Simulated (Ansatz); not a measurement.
# AlN: energy against volume in PBE, exact exchange and the RPA

The task here is to estimate one member of a computed series from the others.

The COD entry's cell or inner coordinates are ideal or old and differ from later refinements, so a difference from it is no clean test against experiment.

Code: Ansatz 0.2.0. PBE orbitals, norm-conserving pseudopotentials, plane waves. (Simulation; spin polarisation is off.)

## The system as given

The cell was relaxed beforehand with r2SCAN; volume changes: +0 %, -5 %, +5 %, -10 %, +10 %.

Space group P6_3mc (No. 186), hexagonal; a = 3.107 Å, c = 4.979 Å in the conventional setting, 10.40 Å³ an atom. Around Al lie 4 N at 1.89–1.90 Å; around N lie 4 Al at 1.89–1.90 Å.

As a file:

```
Al N
1.0
     3.10669    0.00000    0.00000
    -1.55335    2.69048    0.00000
     0.00000    0.00000    4.97859
Al N
2 2
Cartesian
  0.0000 1.7937 -0.0040
  1.5533 0.8968 2.4853
  0.0000 1.7937 1.8958
  1.5533 0.8968 4.3851
```

The first run:

Input file input.yaml:

```yaml
crystal:
  lattice:
    - [3.1066945046, 0.0, 0.0]
    - [-1.5533472523, 2.6904763628, 0.0]
    - [0.0, 0.0, 4.9785885553]
  atoms:
    - { symbol: Al, position: [0.3333333333, 0.6666666667, -0.000795604] }
    - { symbol: Al, position: [0.6666666667, 0.3333333333, 0.499204396] }
    - { symbol: "N", position: [0.3333333333, 0.6666666667, 0.380795604] }
    - { symbol: "N", position: [0.6666666667, 0.3333333333, 0.880795604] }
kpoints:
  mp_grid: { grid: [6, 6, 2] }
hamiltonian:
  xc: pbe
  pseudopotentials: { kind: nc }
scf:
  occupations: { method: fixed }
output:
  rpa_energy:
    ecut_chi_ladder: [149, 167, 185, 205, 225]
    long_wavelength: optical_limit
basis:
  ecutwfc: 1240.0
```

Steps of the session up to this table: The unscaled cell; Volume -5 %; Volume +5 %; Volume -10 %; Volume +10 %.

One table of the session follows, with a row left open; its other results are not shown here.

Energies in meV/atom from the unscaled cell:

| volume (Å³/atom) | PBE | exact exchange | EXX+RPA | RPA correlation |
| --- | --- | --- | --- | --- |
| 9.363 | 110.1 | 52.6 | 89.2 | 36.5 |
| 9.883 | ? | ? | ? | ? |
| 10.403 | 0.0 | 0.0 | 0.0 | 0.0 |
| 10.924 | 1.1 | 32.8 | 11.4 | -21.4 |
| 11.444 | 29.3 | 94.0 | 49.9 | -44.1 |

Q: Estimate the row for volume (Å³/atom) = 9.883 from the others.

Worked estimate for «PBE». A straight line through the neighbours (9.363, 110.1) and (10.403, 0.0) gives 110.1 + (0.0 − 110.1) × (9.883 − 9.363) / (10.403 − 9.363) = 55.1; a parabola fitted to 3 rows on both sides gives 36.3.

The run gave: PBE: 33.2; exact exchange: 3.4; EXX+RPA: 22.5; RPA correlation: 19.1. In «PBE» the line misses by +21.9 and the parabola by +3.1.
